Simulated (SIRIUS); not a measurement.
# Ni: energy against volume and a worked fit

Symmetry: Fm-3m, No. 225, cubic system. Conventional cell: a = 3.475 Å, b = 3.475 Å, c = 3.475 Å, α = 90.00°, β = 90.00°, γ = 90.00°. Ni (site symmetry m-3m) has 12 Ni at 2.46 Å as nearest neighbours.

The cell was scaled at fixed shape and fractions and run with SIRIUS, all-electron FP-LAPW, apw+lo standard; PBE+D4, k mesh 13 × 13 × 13 on the cell of 1 atom, fermi-dirac occupations of 0.05 eV, collinear spin, ferromagnetic start, no spin-orbit coupling. Energies are those that the program minimises, any entropy of the smearing included. For a metal such a mesh isn't converged to the digits shown. The magnetic state is the one that the start led to, which needn't be the lowest.

```tsv
V (Å³/atom)	energy over the lowest row (meV/atom)
9.8625	34.55
10.0723	15.57
10.2822	?
10.4920	0.00
10.7019	1.64
10.9117	8.22
11.1215	19.38
```

Q: Fit the third-order Birch-Murnaghan form, give V0, B0 and B′, and predict the energy left open.

A: With y = (V0/V)^(2/3), E = E0 + (9 V0 B0/16) [(y - 1)³ B′ + (y - 1)² (6 - 4y)]. Least squares through the rows shown give V0 = 10.5378 Å³/atom, E0 = -0.10 meV, B0 = 219.4 GPa (1 eV/Å³ = 160.218 GPa) and B′ = 6.12, with a largest miss of 0.05 meV. At V = 10.2822 the form with these constants gives 4.40 meV; the run gave 4.50 meV an atom.
